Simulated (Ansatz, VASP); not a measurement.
**Two plane-wave programs on ZrC2**

```xyz
6
Lattice="3.2043 0.0000 0.0000 0.0000 3.2043 0.0000 0.0000 0.0000 6.4302" Properties=species:S:1:pos:R:3 pbc="T T T"
Zr    0.0000    1.6021    4.5649
Zr    1.6021    0.0000    1.8653
C     0.0000    1.6021    2.2203
C     1.6021    0.0000    4.2099
C     0.0000    0.0000    0.0000
C     1.6021    1.6021    0.0000
```

Change from the starting cell: species swapped into the ErTe2 type (P4/nmm, No. 129).

Alike in both runs: functional PBE; k mesh 12 × 12 × 6; occupations gaussian, width 0.1 eV; no spin polarisation.

Ansatz relaxed the structure, and its values are those at the end. VASP's run is a single point on that final structure, the one shown.

```csv
,VASP,Ansatz
version,VASP 6.6.1,Ansatz 0.2.0
potentials or method,"VASP PAW PBE potentials, release 64 (Zr_sv, C)","scalar-relativistic, plane waves, PAW"
plane-wave cutoff (eV),520,420
valence electrons in the cell,40,40
```

Ansatz gave:

| Quantity | Value |
| --- | --- |
| gap on the k mesh at the Fermi level (eV) | none |
| pressure (GPa) | 0.0 |

**Question.** Which values does VASP return?

**Answer.** gap on the k mesh at the Fermi level (eV): none; pressure (GPa): 0.2.

A gap of «none» marks a metal or a gap that the smearing closes. With one functional, cell and mesh, what is left measures potentials, basis and numerics.
